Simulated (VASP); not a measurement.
# Co (P-3m1) in VASP: a series of runs

The runs below take Co through single point, with LDA.

Program: VASP 6.6.1. These are calculated values, not measurements. Logs are shortened: lines on timing, memory, paths and dates and some standing lists are left out, and cuts for length are marked.

## (1) The crystal as given

The structure is trigonal, space group P-3m1 (No. 164). The conventional cell has a = 2.487 Å, b = 2.487 Å, c = 4.063 Å, α = 90.00°, β = 90.00°, γ = 120.00°. Around Co (site symmetry 3m) lie 12 Co at 2.42 to 2.55 Å.

## (2) Single point, LDA, collinear spin, ferromagnetic start

INCAR reads:

```
PREC = Accurate
ENCUT = 900
EDIFF = 1E-6
ISMEAR = -1
SIGMA = 0.1
LREAL = False
LASPH = True
NELM = 100
ALGO = Normal
ISIF = 2
LWAVE = False
LCHARG = False
ISPIN = 2
MAGMOM = 2 2
LORBIT = 11
LMAXMIX = 4
GGA = CA
NBANDS = 20
ADDGRID = False
```

KPOINTS reads:

```
Automatic mesh
0
Gamma
  11 11 6
```

POSCAR reads:

```
Co
1.0
    2.4873648738      0.0000000000      0.0000000000
   -1.2436824369      2.1541211692      0.0000000000
    0.0000000000      0.0000000000      4.0632895034
Co
2
Direct
    0.3333333333      0.6666666667      0.7401390000
    0.6666666667      0.3333333333      0.2598610000
```

Potentials or basis: VASP PAW LDA potentials, release 64 (Co).

Run with:

```bash
$ cat potpaw_LDA.64/Co/POTCAR > POTCAR
$ mpirun -np 1 vasp_std > vasp.out
```

OUTCAR:

```text
PREC = Accurate
   ENCUT = 900
   EDIFF = 1E-6
   ISMEAR = -1
   LREAL = False
   LASPH = True
   NELM = 100
   ISIF = 2
   ISPIN = 2
   LORBIT = 11
   GGA = CA

 Found     84 irreducible k-points:

 Following reciprocal coordinates:
            Coordinates               Weight
  0.000000  0.000000  0.000000      1.000000
  0.090909 -0.000000  0.000000      6.000000
  0.181818 -0.000000  0.000000      6.000000
  0.272727 -0.000000  0.000000      6.000000
  0.363636 -0.000000  0.000000      6.000000
  0.454545 -0.000000  0.000000      6.000000
   k-points           NKPTS =     84   k-points in BZ     NKDIM =     84   number of bands    NBANDS=     20
   number of dos      NEDOS =    301   number of ions     NIONS =      2
   total plane-waves  NPLWV =  23040
   dimension x,y,z NGX =    24 NGY =   24 NGZ =   40
   dimension x,y,z NGXF=    48 NGYF=   48 NGZF=   80
   ions per type =               2
   NGX,Y,Z   is equivalent  to a cutoff of  16.04, 16.04, 16.37 a.u.
   NGXF,Y,Z  is equivalent  to a cutoff of  32.08, 32.08, 32.73 a.u.
 SYSTEM =  unknown system
   PREC   = accura    normal or accurate (medium, high low for compatibility)
   ISTART =      0    job   : 0-new  1-cont  2-samecut
   ICHARG =      2    charge: 1-file 2-atom 10-const
   ISPIN  =      2    spin polarized calculation?
   LNONCOLLINEAR =      F non collinear calculations
   LSORBIT =      F    spin-orbit coupling
   LASPH  =      T    aspherical Exc in radial PAW
   ENCUT  =  900.0 eV  66.15 Ry    8.13 a.u.   6.08  6.08  9.94*2*pi/ulx,y,z
   NELM   =    100;   NELMIN=  2; NELMDL= -5     # of ELM steps
   EDIFF  = 0.1E-05   stopping-criterion for ELM
   LREAL  =      F    real-space projection
   EDIFFG = 0.1E-04   stopping-criterion for IOM
   NSW    =      0    number of steps for IOM
   IBRION =     -1    ionic relax: 0-MD 1-quasi-New 2-CG
   NFREE  =      0    steps in history (QN), initial steepest desc. (CG)
   ISIF   =      2    stress and relaxation
   ISYM   =      2    0-nonsym 1-usesym 2-fastsym
   POTIM  = 0.5000    time-step for ionic-motion
   TEBEG  =    0.0;   TEEND  =   0.0 temperature during run
   PSTRESS=    0.0 pullay stress
   NELECT =      18.0000    total number of electrons
   NUPDOWN=      -1.0000    fix difference up-down
   EMIN   =  10.00;   EMAX   =-10.00  energy-range for DOS
   EFERMI =   0.00;   METHOD = LEGACY
   ISMEAR =    -1;   SIGMA  =   0.10  broadening in eV -4-tet -1-fermi 0-gaus
   EFERMI_NEDOS =   21; number of points for ismear=-14 and -15
   IALGO  =     38    algorithm
   IMIX   =      4    mixing-type and parameters
     AMIX     =   0.40;   BMIX     =  1.00
     AMIX_MAG =   1.60;   BMIX_MAG =  1.00
  volume/ion in A,a.u.               =      10.89        73.46
  Fermi-wavevector in a.u.,A,eV,Ry     =   1.536514  2.903591 32.121660  2.360875
  Thomas-Fermi vector in A             =   2.643152
   LORBIT       =     11    0 simple, 1 ext, 2 COOP (PROOUT), +10 PAW based schemes
   GGA     = CA    functional components
   LHFCALC =     F    Hartree Fock is set to
   AEXX    =    0.0000 exact exchange contribution
   IVDW    =     0    specifies the selected vdW correction
   LEPSILON=     F    determine dielectric tensor
   LRPA    =     F    only Hartree local field effects (RPA)
 spin polarized calculation
  energy-cutoff  :      900.00
  volume of cell :       21.77
 maximum number of plane-waves:      1351
   NGX = 13   NGY = 13   NGZ = 19

 number of electron      18.0000004 magnetization       3.0748188

 Free energy of the ion-electron system (eV)
  ---------------------------------------------------
  ext. energy  EPLUGINS =         0.00000000
  ---------------------------------------------------
  free energy    TOTEN  =       -16.14821502 eV

  energy without entropy =      -16.08751431  energy(sigma->0) =      -16.11786467

 E-fermi :   9.8630     XC(G=0): -13.7138

 val. band max:        9.8448633876   @ k =   0.4545   0.0909   0.3333
 cond. band min:       9.8673862562   @ k =   0.2727  -0.0000   0.3333
 fundamental gap:      0.0225228687
 Fermi energy:         9.8629741820

 spin component 1

 k-point     1 :       0.0000    0.0000    0.0000
  band No.  band energies     occupation
      1       0.9746      1.00000
      2       4.8011      1.00000
      3       7.3589      1.00000
      4       7.4240      1.00000
      5       7.4240      1.00000
      6       7.7146      1.00000
      7       7.7146      1.00000
      8       8.1571      1.00000
      9       8.1571      1.00000
     10       9.2331      0.99817
     11       9.2331      0.99817
     12       9.7145      0.81526
     13      16.0873      0.00000
     14      31.9384      0.00000
     15      34.4819      0.00000
     16      34.4819      0.00000
     17      34.8536      0.00000
     18      35.1168      0.00000
     19      35.8812      0.00000
     20      35.8812      0.00000

 k-point     2 :       0.0909   -0.0000    0.0000
  band No.  band energies     occupation
      1       1.2648      1.00000
      2       4.9791      1.00000
      3       7.1430      1.00000
      4       7.5599      1.00000
      5       7.5832      1.00000
      6       7.6603      1.00000
      7       7.8177      1.00000
      8       7.9480      1.00000
      9       8.0934      1.00000
     10       8.3398      1.00000
     11       9.2673      0.99742
     12      11.0162      0.00001
     13      16.1390      0.00000
     14      29.7586      0.00000
     15      32.1512      0.00000
     16      32.2975      0.00000
     17      35.0617      0.00000
     18      35.9573      0.00000
     19      36.8704      0.00000
     20      38.4827      0.00000

 k-point     3 :       0.1818   -0.0000    0.0000
  band No.  band energies     occupation
      1       2.0977      1.00000
      2       5.3992      1.00000
      3       6.8171      1.00000
      4       7.0949      1.00000
      5       7.4654      1.00000
      6       7.8068      1.00000
      7       7.9403      1.00000
      8       7.9572      1.00000
      9       8.0383      1.00000
     10       8.2264      1.00000
     11       9.3360      0.99488
     12      12.7763      0.00000
     13      16.3222      0.00000
     14      25.5689      0.00000
     15      29.5792      0.00000
     16      31.2873      0.00000
     17      32.6226      0.00000
     18      35.2245      0.00000
     19      35.8849      0.00000
     20      38.2872      0.00000

 k-point     4 :       0.2727   -0.0000    0.0000
  band No.  band energies     occupation
      1       3.3219      1.00000
      2       5.6447      1.00000
      3       6.2818      1.00000
      4       6.7766      1.00000
      5       7.3961      1.00000
      6       7.6030      1.00000
      7       7.8012      1.00000
      8       8.4830      1.00000
      9       8.4837      1.00000
     10       8.6799      0.99999
     11       9.3952      0.99079
     12      14.7582      0.00000
     13      16.6644      0.00000
     14      21.6256      0.00000
     15      27.4046      0.00000
     16      29.0096      0.00000
     17      29.6789      0.00000
     18      33.3949      0.00000
     19      34.1255      0.00000
     20      37.5463      0.00000

 k-point     5 :       0.3636   -0.0000    0.0000
  band No.  band energies     occupation
      1       4.5184      1.00000
      2       5.4891      1.00000
      3       5.8036      1.00000
      4       6.9699      1.00000
      5       7.4163      1.00000
      6       7.5889      1.00000
      7       7.6261      1.00000
      8       9.0068      0.99981
      9       9.1521      0.99918
     10       9.3648      0.99318
     11       9.4333      0.98657
     12      16.3428      0.00000
     13      16.9080      0.00000
     14      19.1770      0.00000
     15      25.7750      0.00000
     16      25.7798      0.00000
     17      26.8481      0.00000
     18      32.2978      0.00000
     19      33.0251      0.00000
     20      35.7792      0.00000

 k-point     6 :       0.4545   -0.0000    0.0000
  band No.  band energies     occupation
      1       5.1051      1.00000
      2       5.2935      1.00000
      3       5.5625      1.00000
      4       7.3107      1.00000
      5       7.3913      1.00000
      6       7.4967      1.00000
      7       7.7949      1.00000
      8       9.3268      0.99533
      9       9.4111      0.98922
     10       9.5070      0.97235
     11      10.7842      0.00010
     12      13.9680      0.00000
     13      18.9057      0.00000
     14      19.8893      0.00000
     15      23.1094      0.00000
     16      24.2935      0.00000
     17      24.8910      0.00000
     18      31.9532      0.00000
     19      32.4433      0.00000
     20      34.8294      0.00000

 [... further k-points ...]

 spin component 2

 k-point     1 :       0.0000    0.0000    0.0000
  band No.  band energies     occupation
      1       1.1446      1.00000
      2       5.6787      1.00000
      3       8.7468      0.99999
      4       8.8352      0.99997
      5       8.8352      0.99997
      6       9.1549      0.99916
      7       9.1549      0.99916
      8       9.6858      0.85465
      9       9.6858      0.85465
     10       9.8844      0.44658
     11      10.8425      0.00006
     12      10.8425      0.00006
     13      17.0295      0.00000
     14      31.9631      0.00000
     15      34.8936      0.00000
     16      34.8936      0.00000
     17      34.9566      0.00000
     18      35.1953      0.00000
     19      36.2933      0.00000
     20      36.2933      0.00000

 k-point     2 :       0.0909   -0.0000    0.0000
  band No.  band energies     occupation
      1       1.4362      1.00000
      2       5.8766      1.00000
      3       8.4974      1.00000
      4       8.9796      0.99985
      5       8.9825      0.99985
      6       9.0204      0.99978
      7       9.1399      0.99928
      8       9.2642      0.99750
      9       9.6141      0.92338
     10       9.6241      0.91597
     11      10.8822      0.00004
     12      11.9295      0.00000
     13      17.0607      0.00000
     14      30.0698      0.00000
     15      32.5365      0.00000
     16      32.5579      0.00000
     17      35.1515      0.00000
     18      36.1134      0.00000
     19      36.9963      0.00000
     20      38.8860      0.00000

 k-point     3 :       0.1818   -0.0000    0.0000
  band No.  band energies     occupation
      1       2.2778      1.00000
      2       6.3623      1.00000
      3       7.9945      1.00000
      4       8.2304      1.00000
      5       8.8351      0.99997
      6       9.2733      0.99726
      7       9.3853      0.99164
      8       9.4136      0.98895
      9       9.4430      0.98522
     10       9.7289      0.79254
     11      10.9609      0.00002
     12      13.6085      0.00000
     13      17.1788      0.00000
     14      26.0278      0.00000
     15      29.9660      0.00000
     16      31.6016      0.00000
     17      32.8755      0.00000
     18      35.3002      0.00000
     19      36.2679      0.00000
     20      38.5669      0.00000

 k-point     4 :       0.2727   -0.0000    0.0000
  band No.  band energies     occupation
      1       3.5485      1.00000
      2       6.7246      1.00000
      3       7.3317      1.00000
      4       7.9374      1.00000
      5       8.7218      0.99999
      6       9.0520      0.99970
      7       9.1754      0.99897
      8       9.9432      0.30957
      9       9.9930      0.21409
     10      10.2142      0.02896
     11      11.0273      0.00001
     12      15.5162      0.00000
     13      17.4094      0.00000
     14      22.1830      0.00000
     15      27.7545      0.00000
     16      29.3670      0.00000
     17      30.1129      0.00000
     18      33.8567      0.00000
     19      34.2459      0.00000
     20      37.9715      0.00000

 k-point     5 :       0.3636   -0.0000    0.0000
  band No.  band energies     occupation
      1       4.9436      1.00000
      2       6.6106      1.00000
      3       6.8772      1.00000
      4       7.9318      1.00000
      5       8.8449      0.99996
      6       8.8909      0.99994
      7       8.9906      0.99984
      8      10.5777      0.00079
      9      10.7326      0.00017
     10      10.7763      0.00011
     11      11.0667      0.00001
     12      17.0121      0.00000
     13      17.5817      0.00000
     14      19.7859      0.00000
     15      26.0812      0.00000
     16      26.2435      0.00000
     17      27.3592      0.00000
     18      32.7450      0.00000
     19      33.1702      0.00000
     20      36.1625      0.00000

 k-point     6 :       0.4545   -0.0000    0.0000
  band No.  band energies     occupation
      1       5.8905      1.00000
      2       6.3640      1.00000
      3       6.6529      1.00000
      4       8.1278      1.00000
      5       8.7278      0.99999
      6       8.8019      0.99998
      7       9.1529      0.99918
      8      10.9347      0.00002
      9      11.0603      0.00001
     10      11.1119      0.00000
     11      11.9885      0.00000
     12      14.8146      0.00000
     13      19.4399      0.00000
     14      20.3937      0.00000
     15      23.6949      0.00000
     16      24.8771      0.00000
     17      25.1537      0.00000
     18      32.3034      0.00000
     19      32.6966      0.00000
     20      35.1838      0.00000

 [... further k-points ...]

------------------------ aborting loop because EDIFF is reached ----------------------------------------

  FORCE on cell =-STRESS in cart. coord.  units (eV):
  Direction    XX          YY          ZZ          XY          YZ          ZX
  --------------------------------------------------------------------------------------
  -------------------------------------------------------------------------------------
  Total       -2.4393280     -2.4393280     -2.7250421      0.0000000      0.0000000      0.0000000
  in kB     -179.5119640   -179.5119640   -200.5378710      0.0000000      0.0000000      0.0000000
  external PRESSURE =    -186.5205996 kB  Pullay stress =       0.0000000 kB

 VOLUME and BASIS-vectors are now :
 -----------------------------------------------------------------------------
  energy-cutoff  :      900.00
  volume of cell :       21.77
      direct lattice vectors                 reciprocal lattice vectors
     2.487364874  0.000000000  0.000000000     0.402031889  0.232113220  0.000000000
    -1.243682437  2.154121169  0.000000000     0.000000000  0.464226439  0.000000000
     0.000000000  0.000000000  4.063289503     0.000000000  0.000000000  0.246106018

 POSITION                                       TOTAL-FORCE (eV/Angst)
 -----------------------------------------------------------------------------------
     -0.00000      1.43608      3.00740        -0.000000      0.000000      0.426849
      1.24368      0.71804      1.05589         0.000000      0.000000     -0.426849
 -----------------------------------------------------------------------------------
    total drift:                                0.000000     -0.000000     -0.000000

  FREE ENERGIE OF THE ION-ELECTRON SYSTEM (eV)
  ---------------------------------------------------
  free  energy   TOTEN  =       -16.1482150228 eV

  energy  without entropy=      -16.0875143148  energy(sigma->0) =      -16.11786467

 total charge

# of ion       s       p       d       tot
------------------------------------------
    1        0.488   0.514   7.282   8.283
    2        0.488   0.514   7.282   8.283
--------------------------------------------------
tot          0.976   1.027  14.563  16.566

 magnetization (x)

# of ion       s       p       d       tot
------------------------------------------
    1       -0.013  -0.040   1.596   1.542
    2       -0.013  -0.040   1.596   1.542
--------------------------------------------------
tot         -0.027  -0.080   3.191   3.084
```

Wall time 39 s (1 thread of Intel Xeon 6975P-C (Granite Rapids), shared host); peak memory 0.23 GiB.

These settings aren't checked as converged: the numbers below hold their error.

Results:

* Free energy: -16.1482 eV
* Pressure: -18.7 GPa
* Largest force: 0.427 eV/Å
* Band gap on the k mesh: none (metal or under the smearing width)
* Net moment: 3.07 μB per cell
* Site moments: Co +1.54 μB
* Valence electrons inside the program's atomic spheres: Co 8.28

## (3) Single point, LDA, collinear spin, ferromagnetic start

INCAR is that of step 2.

KPOINTS is that of step 2.

POSCAR reads:

```
Co
1.0
    2.4873648738      0.0000000000      0.0000000000
   -1.2436824369      2.1541211692      0.0000000000
    0.0000000000      0.0000000000      4.0632895034
Co
2
Direct
    0.3275520000      0.6759820000      0.7288160000
    0.6891290000      0.3188900000      0.2643300000
```

Potentials or basis: VASP PAW LDA potentials, release 64 (Co).

Run with:

```bash
$ cat potpaw_LDA.64/Co/POTCAR > POTCAR
$ mpirun -np 1 vasp_std > vasp.out
```

Run time: 2.7 min. Hardware: 1 thread of Intel Xeon 6975P-C (Granite Rapids), shared host; peak memory 0.53 GiB.

These settings aren't checked as converged: the numbers below hold their error.

Results:

```yaml
Free_energy: -16.0911 eV
Pressure: -16.5 GPa
Largest_force: 0.939 eV/Å
Band_gap_on_the_k_mesh: none (metal or under the smearing width)
Net_moment: 3.08 μB per cell
Site_moments: Co +1.54 μB
Valence_electrons_inside_the_program's_atomic_spheres: Co 8.30
```

## (4) Single point, LDA, collinear spin, ferromagnetic start

INCAR: that of step 3 with these lines changed.

```diff
@@ -1,3 +1,3 @@
 PREC = Accurate
-ENCUT = 900
+ENCUT = 400
 EDIFF = 1E-6
```

KPOINTS reads:

```
Automatic mesh
0
Gamma
  19 19 10
```

POSCAR reads:

```
Co
1.0
    2.4873648738      0.0000000000      0.0000000000
   -1.2436824369      2.1541211692      0.0000000000
    0.0000000000      0.0000000000      4.0632895034
Co
2
Direct
    0.3333333333      0.6666666667      0.7401390000
    0.6666666667      0.3333333333      0.2598610000
```

Run with:

```bash
$ cat potpaw_LDA.64/Co/POTCAR > POTCAR
$ mpirun -np 1 vasp_std > vasp.out
```

Run time: 58 s. Hardware: 1 thread of Intel Xeon 6975P-C (Granite Rapids), shared host; peak memory 0.24 GiB.

These settings aren't checked as converged: the numbers below hold their error.

What came out:

- Free energy: -16.1474 eV
- Pressure: -19.0 GPa
- Largest force: 0.422 eV/Å
- Band gap on the k mesh: none (metal or under the smearing width)
- Net moment: 3.09 μB per cell
- Site moments: Co +1.55 μB
- Valence electrons inside the program's atomic spheres: Co 8.28

## (5) For comparison

An earlier run on the cell as given: functional PBE; potentials or basis VASP PAW PBE potentials, release 64 (Co); cutoff 520 eV; k mesh 12 × 12 × 7; occupations fermi-dirac, width 0.05 eV; collinear spin, ferromagnetic start; starting moments [2.0, 2.0] μB.

- Pressure: 0.0 GPa
- Largest force: 0.481 eV/Å
- Band gap on the k mesh: none (metal or under the smearing width)
- Net moment: 3.26 μB per cell
- Site moments: Co +1.65 μB
- Valence electrons inside the program's atomic spheres: Co 8.27
